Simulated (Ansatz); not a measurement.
# ZnCu2SnSe4: the cost of one run

Method: DFT, levels as named, plane waves, PAW, in Ansatz 0.2.0.

## (1) Starting point

It takes space group I-42m (No. 121, tetragonal). The conventional cell has a = 5.670 Å, b = 5.670 Å, c = 11.302 Å, α = 90.00°, β = 90.00°, γ = 90.00°. Sn (site symmetry -42m) is surrounded by 4 Se at 2.53 Å. Se (site symmetry m) is surrounded by 1 Zn at 2.42 Å and 2 Cu at 2.43 Å and 1 Sn at 2.53 Å. Cu (site symmetry -4) has 4 Se at 2.43 Å as nearest neighbours. Zn (site symmetry -42m) has 4 Se at 2.42 Å as nearest neighbours.

Structure file:

```
Sn Se Cu Zn
1.0
     0.00000    5.67038    0.00000
     5.67038    0.00000    0.00000
     2.83519    2.83519   -5.65114
Sn Se Cu Zn
1 4 2 1
Direct
  0.50000 0.50000 0.00000
  0.63010 0.63010 0.25720
  0.36990 0.88730 0.74280
  0.11270 0.11270 0.25720
  0.88730 0.36990 0.74280
  0.75000 0.25000 0.50000
  0.25000 0.75000 0.50000
  0.00000 0.00000 0.00000
```

## (2) PBE: cell and atoms

The input, input.yaml:

```yaml
crystal:
  lattice:
    - [0.0, 5.67038, 0.0]
    - [5.67038, 0.0, 0.0]
    - [2.83519, 2.83519, -5.65114]
  atoms:
    - { symbol: Sn, position: [0.5, 0.5, 0.0] }
    - { symbol: Se, position: [0.6301, 0.6301, 0.2572] }
    - { symbol: Se, position: [0.3699, 0.8873, 0.7428] }
    - { symbol: Se, position: [0.1127, 0.1127, 0.2572] }
    - { symbol: Se, position: [0.8873, 0.3699, 0.7428] }
    - { symbol: Cu, position: [0.75, 0.25, 0.5] }
    - { symbol: Cu, position: [0.25, 0.75, 0.5] }
    - { symbol: Zn, position: [0.0, 0.0, 0.0] }
  symmetry: { tolerance: 0.0003 }
hamiltonian:
  xc: pbe
  pseudopotentials: { kind: paw }
basis:
  ecutwfc: 420
magnetization:
  spin_polarized: false
scf:
  occupations: { method: fermi_dirac, width: 0.02 }
kpoints:
  mp_grid: { grid: [6, 6, 6], shift: [0, 0, 0] }
output:
  forces: true
  stress: true
  eigenvalues: true
relax:
  max_steps: 60
  cell: {}
```

Started as:

```sh
$ ansatz run input.yaml --threads 2 --pin off --max-ram 5632MiB --backend cpu --events-out ev --progress --plain --runs-dir out
```

What time and memory should one allow on 2 threads of Arm Neoverse N1, shared host?

About 3.9 min, with a peak of 0.77 GiB.
